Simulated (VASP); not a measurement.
# SiO2 (Quartz): how numerical settings change the zone-centre modes

Aim: test the modes of SiO2 (Quartz) against the numerical settings. The starting structure is a measured crystal structure from the Crystallography Open Database.

Method: Kohn-Sham DFT with plane waves and PAW; LDA, in VASP 6.6.1.

### Step 1. The starting structure

The structure is trigonal, space group P3_221 (No. 154). The conventional cell has a = 4.921 Å, b = 4.921 Å, c = 5.409 Å, α = 90.00°, β = 90.00°, γ = 120.00°. Nearest to Si lie 4 O at 1.61 Å. Nearest to O lie 2 Si at 1.61 Å. Farther neighbours and most contacts between anions are not listed.

Structure file:

```cif
data_structure
_symmetry_space_group_name_H-M 'P3_221'
_symmetry_Int_Tables_number 154
_cell_length_a 4.9209
_cell_length_b 4.9209
_cell_length_c 5.4091
_cell_angle_alpha 90.000
_cell_angle_beta 90.000
_cell_angle_gamma 120.000
_cell_volume 113.43
loop_
_atom_site_label
_atom_site_type_symbol
_atom_site_symmetry_multiplicity
_atom_site_Wyckoff_symbol
_atom_site_fract_x
_atom_site_fract_y
_atom_site_fract_z
_atom_site_occupancy
Si1 Si 3 a 0.52910 0.52910 0.00000 1
O1 O 6 c 0.14840 0.73460 0.54607 1
```

### Step 2. Reference modes

The cell comes from a relaxation at this level, not shown (110.57 Å³).

File INCAR:

```
SYSTEM = SiO2
PREC = Accurate
ENCUT = 520
EDIFF = 1E-08
NELM = 100
ISMEAR = 0
SIGMA = 0.03
LREAL = .FALSE.
ALGO = Normal
GGA = CA
NBANDS = 33
LORBIT = 11
LWAVE = .FALSE.
LCHARG = .FALSE.
KPAR = 16
IBRION = 6
NFREE = 2
POTIM = 0.015
NSW = 1
ISIF = 2
```

File POSCAR:

```
SiO2
1.0
    4.8736383992      0.0000000000      0.0000000000
   -2.4368191996      4.2206946626      0.0000000000
    0.0000000000      0.0000000000      5.3751250363
Si O
3 6
Direct
    0.5352916155      0.5352916155      0.0000000000
    0.0000000000      0.4647083845      0.3333333333
    0.4647083845      0.0000000000      0.6666666667
    0.1355646674      0.7239852289      0.5541618846
    0.8644353326      0.5884205616      0.1125047820
    0.5884205616      0.8644353326      0.8874952180
    0.7239852289      0.1355646674      0.4458381154
    0.2760147711      0.4115794384      0.2208285513
    0.4115794384      0.2760147711      0.7791714487
```

File KPOINTS:

```
Automatic mesh
0
Gamma
6 6 4
0 0 0
```

The projector-augmented-wave data sets are Si and O (LDA family, release 64).

Launch:

```bash
mpirun -np 16 vasp_std
```

Output:

```text
[banner, memory and clock lines left out]
running   16 mpi-ranks, on    1 nodes
 distrk:  each k-point on    1 cores,   16 groups
 distr:  one band on    1 cores,    1 groups

 POSCAR found type information on POSCAR SiO
 POSCAR found :  2 types and       9 ions
|                                                                             |
|           W    W    AA    RRRRR   N    N  II  N    N   GGGG   !!!           |
|           W    W   A  A   R    R  NN   N  II  NN   N  G    G  !!!           |
|           W    W  A    A  R    R  N N  N  II  N N  N  G       !!!           |
|           W WW W  AAAAAA  RRRRR   N  N N  II  N  N N  G  GGG   !            |
|           WW  WW  A    A  R   R   N   NN  II  N   NN  G    G                |
|           W    W  A    A  R    R  N    N  II  N    N   GGGG   !!!           |
|                                                                             |
|     For optimal performance we recommend to set                             |
|       NCORE = 2 up to number-of-cores-per-socket                            |
|     NCORE specifies how many cores store one orbital (NPAR=cpu/NCORE).      |
|     This setting can greatly improve the performance of VASP for DFT.       |
|     The default, NCORE=1 might be grossly inefficient on modern             |
|     multi-core architectures or massively parallel machines. Do your        |
|     Unfortunately you need to use the default for GW and RPA                |
|     calculations (for HF NCORE is supported but not extensively tested      |
|     yet).                                                                   |
|                                                                             |

 LDA part: xc-table for (Slater(with rela. corr.)+CA(PZ))
 , standard interpolation
 POSCAR, INCAR and KPOINTS ok, starting setup
 FFT: planning ... GRIDC
 FFT: planning ... GRID_SOFT
 FFT: planning ... GRID
 WAVECAR not read
 entering main loop
       N       E                     dE             d eps       ncg     rms          rms(c)
DAV:   1     0.267537346365E+03    0.26754E+03   -0.25357E+04  1584   0.135E+03
DAV:   2    -0.702377629229E+02   -0.33778E+03   -0.32783E+03  2030   0.310E+02
DAV:   3    -0.875482035414E+02   -0.17310E+02   -0.17249E+02  2014   0.742E+01
DAV:   4    -0.877351095563E+02   -0.18691E+00   -0.18673E+00  1984   0.872E+00
DAV:   5    -0.877380029734E+02   -0.28934E-02   -0.28920E-02  2008   0.106E+00    0.259E+01
DAV:   6    -0.781509067827E+02    0.95871E+01   -0.36650E+01  1889   0.322E+01    0.129E+01
DAV:   7    -0.780059501324E+02    0.14496E+00   -0.10130E+00  1952   0.501E+00    0.453E+00
DAV:   8    -0.779220535888E+02    0.83897E-01   -0.53811E-02  1967   0.167E+00    0.167E+00
DAV:   9    -0.779087944344E+02    0.13259E-01   -0.16821E-02  1967   0.935E-01    0.266E-01
DAV:  10    -0.779091429789E+02   -0.34854E-03   -0.19087E-03  1944   0.248E-01    0.946E-02
DAV:  11    -0.779090779224E+02    0.65057E-04   -0.52653E-04  1991   0.136E-01    0.216E-02
DAV:  12    -0.779090772940E+02    0.62840E-06   -0.12855E-05  1952   0.217E-02    0.637E-03
DAV:  13    -0.779090773669E+02   -0.72962E-07   -0.23388E-06  2000   0.852E-03    0.171E-03
DAV:  14    -0.779090774155E+02   -0.48545E-07   -0.68601E-08  1936   0.158E-03    0.814E-04
DAV:  15    -0.779090774208E+02   -0.53142E-08   -0.22853E-08  1528   0.803E-04
   1 F= -.77909077E+02 E0= -.77909077E+02  d E =-.108599E-17
[... from here on, the cycles between the ionic steps are left out ...]
   2 F= -.77903853E+02 E0= -.77903853E+02  d E =-.409121E-18
   3 F= -.77904002E+02 E0= -.77904002E+02  d E =-.131316E-16
   4 F= -.77903633E+02 E0= -.77903633E+02  d E =-.956484E-18
   5 F= -.77903633E+02 E0= -.77903633E+02  d E =-.339360E-16
   6 F= -.77907354E+02 E0= -.77907354E+02  d E =-.115570E-19
   7 F= -.77907421E+02 E0= -.77907421E+02  d E =-.115641E-15
   8 F= -.77905245E+02 E0= -.77905245E+02  d E =-.116221E-18
   9 F= -.77905246E+02 E0= -.77905246E+02  d E =-.114542E-16
  10 F= -.77906233E+02 E0= -.77906233E+02  d E =-.440327E-18
 Finite differences progress:
  Degree of freedom:   5/  5
  Displacement:        1/  2
  Total:               9/ 10
 bond charge predicted
       N       E                     dE             d eps       ncg     rms          rms(c)
DAV:   1    -0.779075738313E+02   -0.13408E-02   -0.33258E+00  5016   0.110E+01    0.609E-01
DAV:   2    -0.779075291551E+02    0.44676E-04   -0.38361E-02  6384   0.125E+00    0.199E-01
DAV:   3    -0.779062527015E+02    0.12765E-02   -0.27354E-03  6384   0.415E-01    0.735E-02
DAV:   4    -0.779061885716E+02    0.64130E-04   -0.82925E-04  6384   0.177E-01    0.520E-02
DAV:   5    -0.779061868319E+02    0.17397E-05   -0.48539E-05  6328   0.439E-02    0.301E-02
DAV:   6    -0.779061856637E+02    0.11683E-05   -0.38875E-06  6384   0.196E-02    0.913E-03
DAV:   7    -0.779061849812E+02    0.68250E-06   -0.15734E-06  6232   0.115E-02    0.195E-03
DAV:   8    -0.779061850159E+02   -0.34746E-07   -0.84698E-07  6360   0.611E-03    0.146E-03
DAV:   9    -0.779061850081E+02    0.77944E-08   -0.51127E-08  6272   0.219E-03
  11 F= -.77906185E+02 E0= -.77906185E+02  d E =-.257382E-17
 Finite differences progress:
  Degree of freedom:   5/  5
  Displacement:        2/  2
  Total:              10/ 10
```

Wall time 2.2 min (16 MPI ranks of Intel Xeon 6975P-C (Granite Rapids), shared host); peak memory 7.5 GiB; 28 min of CPU time.

The logs omit lines about the potential files and the build; timing stands in the text.

(Continued in part 2 of 3.)

[Lines on the potential files, build, host, timing and source positions are cut from VASP's logs without a mark.]

[Logs are printed without paths, hosts, clocks, repeated set-up lines and the standing remarks that a program may print on its own settings, such as how far it seeks lower states.]

[Hosts, paths, dates, database ids (printed as entryN), source tags and the programs' standing remarks are cut or masked in the printed files.]
